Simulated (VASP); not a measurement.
# P (P2/m) in VASP: a series of runs

The runs below take P through single point, with PBE.

Everything below comes from runs of VASP 6.6.1. Logs are shortened: lines on timing, memory, paths and dates and some standing lists are left out, and cuts for length are marked.

**1. The structure**

Symmetry: P2/m, No. 10, monoclinic system. The conventional cell has a = 2.425 Å, b = 2.439 Å, c = 4.852 Å, α = 90.00°, β = 90.24°, γ = 90.00°. P (site symmetry m) is surrounded by 6 P at 2.42 to 2.44 Å.

This isn't the form of P at room conditions, which is orthorhombic.

**2. Single point, PBE**

Contents of INCAR:

```
PREC = Accurate
ENCUT = 650
EDIFF = 1E-6
ISMEAR = 0
SIGMA = 0.1
LREAL = False
LASPH = True
NELM = 100
ALGO = Normal
ISIF = 2
LWAVE = False
LCHARG = False
GGA = PE
ADDGRID = False
```

Contents of KPOINTS:

```
regular mesh
0
Gamma
  20 20 10
```

Contents of POSCAR:

```
P
1.0
    2.4246941115      0.0000000000      0.0000000000
    0.0000000000      2.4385351442      0.0000000000
   -0.0203144631      0.0000000000      4.8524328982
P
2
Direct
    0.0000000300      0.0000000000      0.7494253600
    0.9999999700      0.0000000000      0.2505746400
```

Potentials or basis: VASP PAW PBE potentials, release 64 (P).

Launch:

```bash
> cat potpaw_PBE.64/P/POTCAR > POTCAR
> mpirun -np 1 vasp_std > vasp.out
```

OUTCAR:

```text
PREC = Accurate
   ENCUT = 650
   EDIFF = 1E-6
   ISMEAR = 0
   LREAL = False
   LASPH = True
   NELM = 100
   ISIF = 2
   GGA = PE

 Found   1122 irreducible k-points:

 Following reciprocal coordinates:
            Coordinates               Weight
  0.000000  0.000000  0.000000      1.000000
  0.050000  0.000000 -0.000000      2.000000
  0.100000  0.000000 -0.000000      2.000000
  0.150000  0.000000 -0.000000      2.000000
  0.200000  0.000000 -0.000000      2.000000
  0.250000  0.000000 -0.000000      2.000000
   k-points           NKPTS =   1122   k-points in BZ     NKDIM =   1122   number of bands    NBANDS=      9
   number of dos      NEDOS =    301   number of ions     NIONS =      2
   total plane-waves  NPLWV =  16000
   dimension x,y,z NGX =    20 NGY =   20 NGZ =   40
   dimension x,y,z NGXF=    40 NGYF=   40 NGZF=   80
   ions per type =               2
   NGX,Y,Z   is equivalent  to a cutoff of  13.71, 13.63, 13.70 a.u.
   NGXF,Y,Z  is equivalent  to a cutoff of  27.43, 27.27, 27.41 a.u.
 SYSTEM =  unknown system
   PREC   = accura    normal or accurate (medium, high low for compatibility)
   ISTART =      0    job   : 0-new  1-cont  2-samecut
   ICHARG =      2    charge: 1-file 2-atom 10-const
   ISPIN  =      1    spin polarized calculation?
   LNONCOLLINEAR =      F non collinear calculations
   LSORBIT =      F    spin-orbit coupling
   LASPH  =      T    aspherical Exc in radial PAW
   ENCUT  =  650.0 eV  47.77 Ry    6.91 a.u.   5.04  5.07 10.09*2*pi/ulx,y,z
   NELM   =    100;   NELMIN=  2; NELMDL= -5     # of ELM steps
   EDIFF  = 0.1E-05   stopping-criterion for ELM
   LREAL  =      F    real-space projection
   EDIFFG = 0.1E-04   stopping-criterion for IOM
   NSW    =      0    number of steps for IOM
   IBRION =     -1    ionic relax: 0-MD 1-quasi-New 2-CG
   NFREE  =      0    steps in history (QN), initial steepest desc. (CG)
   ISIF   =      2    stress and relaxation
   ISYM   =      2    0-nonsym 1-usesym 2-fastsym
   POTIM  = 0.5000    time-step for ionic-motion
   TEBEG  =    0.0;   TEEND  =   0.0 temperature during run
   PSTRESS=    0.0 pullay stress
   NELECT =      10.0000    total number of electrons
   NUPDOWN=      -1.0000    fix difference up-down
   EMIN   =  10.00;   EMAX   =-10.00  energy-range for DOS
   EFERMI =   0.00;   METHOD = LEGACY
   ISMEAR =     0;   SIGMA  =   0.10  broadening in eV -4-tet -1-fermi 0-gaus
   EFERMI_NEDOS =   21; number of points for ismear=-14 and -15
   IALGO  =     38    algorithm
   IMIX   =      4    mixing-type and parameters
     AMIX     =   0.40;   BMIX     =  1.00
     AMIX_MAG =   1.60;   BMIX_MAG =  1.00
  volume/ion in A,a.u.               =      14.35        96.81
  Fermi-wavevector in a.u.,A,eV,Ry     =   1.152107  2.177167 18.059715  1.327352
  Thomas-Fermi vector in A             =   2.288761
   LORBIT       =      0    0 simple, 1 ext, 2 COOP (PROOUT), +10 PAW based schemes
   GGA     = PE    functional components
   LHFCALC =     F    Hartree Fock is set to
   AEXX    =    0.0000 exact exchange contribution
   IVDW    =     0    specifies the selected vdW correction
   LEPSILON=     F    determine dielectric tensor
   LRPA    =     F    only Hartree local field effects (RPA)
 non-spin polarized calculation
 Gauss-broadening in eV      SIGMA  =   0.10
  energy-cutoff  :      650.00
  volume of cell :       28.69
 maximum number of plane-waves:      1102
   NGX = 11   NGY = 11   NGZ = 21

 number of electron      10.0000001 magnetization

 Free energy of the ion-electron system (eV)
  ---------------------------------------------------
  ext. energy  EPLUGINS =         0.00000000
  ---------------------------------------------------
  free energy    TOTEN  =       -10.53911686 eV

  energy without entropy =      -10.53493348  energy(sigma->0) =      -10.53702517

 E-fermi :  10.0015     XC(G=0): -11.3444

 val. band max:       10.0014325014   @ k =   0.1500   0.4000   0.5000
 cond. band min:      10.0018645991   @ k =   0.0000   0.1500   0.3000
 fundamental gap:      0.0004320977
 Fermi energy:        10.0014888244

 k-point     1 :       0.0000    0.0000    0.0000
  band No.  band energies     occupation
      1      -6.7960      2.00000
      2      -2.3686      2.00000
      3       1.0606      2.00000
      4      14.8061      0.00000
      5      15.0139      0.00000
      6      15.0551      0.00000
      7      16.6066      0.00000
      8      16.6732      0.00000
      9      17.7547      0.00000

 k-point     2 :       0.0500    0.0000   -0.0000
  band No.  band energies     occupation
      1      -6.7379      2.00000
      2      -2.3103      2.00000
      3       1.1133      2.00000
      4      13.8093      0.00000
      5      14.8521      0.00000
      6      15.0670      0.00000
      7      16.6663      0.00000
      8      16.8589      0.00000
      9      17.8048      0.00000

 k-point     3 :       0.1000    0.0000   -0.0000
  band No.  band energies     occupation
      1      -6.5640      2.00000
      2      -2.1354      2.00000
      3       1.2706      2.00000
      4      12.0109      0.00000
      5      14.9894      0.00000
      6      15.2034      0.00000
      7      15.2571      0.00000
      8      16.8047      0.00000
      9      17.8849      0.00000

 k-point     4 :       0.1500    0.0000   -0.0000
  band No.  band energies     occupation
      1      -6.2754      2.00000
      2      -1.8449      2.00000
      3       1.5300      2.00000
      4      10.2009      0.00480
      5      13.6083      0.00000
      6      15.2152      0.00000
      7      15.4292      0.00000
      8      17.0297      0.00000
      9      18.0963      0.00000

 k-point     5 :       0.2000    0.0000   -0.0000
  band No.  band energies     occupation
      1      -5.8748      2.00000
      2      -1.4405      2.00000
      3       1.8863      2.00000
      4       8.4446      2.00000
      5      11.9794      0.00000
      6      15.5240      0.00000
      7      15.7373      0.00000
      8      17.3325      0.00000
      9      17.6270      0.00000

 k-point     6 :       0.2500    0.0000   -0.0000
  band No.  band energies     occupation
      1      -5.3665      2.00000
      2      -0.9247      2.00000
      3       2.3306      2.00000
      4       6.7699      2.00000
      5      10.4007      0.00000
      6      15.9064      0.00000
      7      15.9094      0.00000
      8      16.1189      0.00000
      9      17.6994      0.00000

 [... further k-points ...]

------------------------ aborting loop because EDIFF is reached ----------------------------------------

  FORCE on cell =-STRESS in cart. coord.  units (eV):
  Direction    XX          YY          ZZ          XY          YZ          ZX
  --------------------------------------------------------------------------------------
  -------------------------------------------------------------------------------------
  Total        0.4544201      0.3219972      0.4405543      0.0000000      0.0000000      0.0323228
  in kB       25.3759682     17.9811371     24.6016674      0.0000000      0.0000000      1.8049877
  external PRESSURE =      22.6529242 kB  Pullay stress =       0.0000000 kB

 VOLUME and BASIS-vectors are now :
 -----------------------------------------------------------------------------
  energy-cutoff  :      650.00
  volume of cell :       28.69
      direct lattice vectors                 reciprocal lattice vectors
     2.424694112  0.000000000  0.000000000     0.412423157  0.000000000  0.001726589
     0.000000000  2.438535144  0.000000000     0.000000000  0.410082259  0.000000000
    -0.020314463  0.000000000  4.852432898     0.000000000  0.000000000  0.206082190

 POSITION                                       TOTAL-FORCE (eV/Angst)
 -----------------------------------------------------------------------------------
     -0.01522      0.00000      3.63654         0.000102      0.000000      0.008996
      2.41960      0.00000      1.21590        -0.000102      0.000000     -0.008996
 -----------------------------------------------------------------------------------
    total drift:                                0.000000     -0.000000     -0.000000

  FREE ENERGIE OF THE ION-ELECTRON SYSTEM (eV)
  ---------------------------------------------------
  free  energy   TOTEN  =       -10.5391168603 eV

  energy  without entropy=      -10.5349334799  energy(sigma->0) =      -10.53702517
```

Run time: 2.9 min. Hardware: 1 thread of Intel Xeon Platinum 8259CL at 2.50GHz (Skylake/Cascade Lake), shared host; peak memory 0.42 GiB.

These settings aren't checked as converged: the numbers below hold their error.

Results:

```
Free energy            : -10.5391 eV
Pressure               : 2.3 GPa
Largest force          : 0.009 eV/Å
Band gap on the k mesh : none (metal or under the smearing width)
```

**3. Single point, PBE**

INCAR is that of step 2.

KPOINTS is that of step 2.

Contents of POSCAR:

```
P
1.0
    2.4246941115      0.0000000000      0.0000000000
    0.0000000000      2.4385351442      0.0000000000
   -0.0203144631      0.0000000000      4.8524328982
P
2
Direct
   -0.0009640000     -0.0137570000      0.7520410000
    1.0088450000      0.0001830000      0.2407300000
```

Potentials or basis: VASP PAW PBE potentials, release 64 (P).

Launch:

```bash
> cat potpaw_PBE.64/P/POTCAR > POTCAR
> mpirun -np 1 vasp_std > vasp.out
```

It took 5.8 min on 1 thread of Intel Xeon Platinum 8259CL at 2.50GHz (Skylake/Cascade Lake), shared host; peak memory 0.65 GiB.

These settings aren't checked as converged: the numbers below hold their error.

Results:

* Free energy: -10.5357 eV
* Pressure: 2.5 GPa
* Largest force: 0.101 eV/Å
* Band gap on the k mesh: none (metal or under the smearing width)

**4. The reference run**

An earlier run on the cell as given: functional PBE; potentials or basis VASP PAW PBE potentials, release 64 (P); cutoff 520 eV; k mesh 11 × 11 × 6; occupations fermi-dirac, width 0.05 eV; no spin polarisation.

- Pressure: 1.9 GPa
- Largest force: 0.005 eV/Å
- Band gap on the k mesh: none (metal or under the smearing width)
